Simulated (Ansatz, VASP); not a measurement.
## Al in VASP and in Ansatz

The input POSCAR:

```
Al
1.0
   -1.5892623657      1.5911791603      1.5831326161
    1.5925967897     -1.6128828664      1.6081707463
    1.5977082421      1.6213287429     -1.6048363222
Al
1
Direct
    0.0000000000      0.0000000000      0.0000000000
```

Contents of INCAR.step1:

```
PREC = Accurate
ENCUT = 520
ISMEAR = -1
SIGMA = 0.15
LREAL = False
LASPH = True
NELM = 60
NBANDS = 8
GGA = PE
ALGO = Normal
EDIFF = 1E-4
LWAVE = True
LCHARG = False
```

File INCAR.step2:

```
PREC = Accurate
ENCUT = 520
EDIFF = 1E-6
ISMEAR = -1
SIGMA = 0.15
LREAL = False
LASPH = True
NELM = 60
ALGO = Normal
ISIF = 2
LWAVE = False
LCHARG = False
METAGGA = R2SCAN
LMIXTAU = True
NBANDS = 8
ISTART = 1
```

The input KPOINTS:

```
regular mesh
0
Gamma
  9 9 9
```

Input for Ansatz:

```yaml
crystal:
  lattice:
    - [-1.5892623656755716, 1.5911791603273737, 1.5831326161119954]
    - [1.592596789705269, -1.6128828664368435, 1.6081707462511627]
    - [1.5977082421100752, 1.6213287428713472, -1.6048363222214652]
  atoms:
    - { symbol: Al, position: [0.0, 0.0, 0.0] }
basis:
  ecutwfc: 650.0
  xc_grid: 2
kpoints:
  mp_grid:
    grid: [9, 9, 9]
hamiltonian:
  xc: r2scan
scf:
  convergence:
    dr2_threshold: 1.0e-09
  occupations:
    method: fermi_dirac
    width: 0.15
output:
  forces: true
  stress: true
```

This isn't the form of Al at room conditions, which is fcc.

Alike in both runs: task single point; functional r2SCAN; k mesh 9 × 9 × 9; occupations fermi-dirac, width 0.15 eV; no spin polarisation.

|  | VASP | Ansatz |
| --- | --- | --- |
| version | VASP 6.6.1 | Ansatz 0.2.0 |
| potentials or method | VASP PAW PBE potentials, release 64 (Al) | plane waves, PAW |
| plane-wave cutoff (eV) | 520 | 650 |
| valence electrons in the cell | 3 | 3 |

VASP gave:

- pressure (GPa): -1.0
- largest component of the traceless stress (GPa): 0.60

Problem. Which values does Ansatz return?

Solution. Pressure (GPa): -0.7; largest component of the traceless stress (GPa): 0.60.

Ansatz warned: «stress_scf_threshold_loose».

Caveats: the PAW data sets were made with another functional, which shifts forces and pressure a little (VASP).
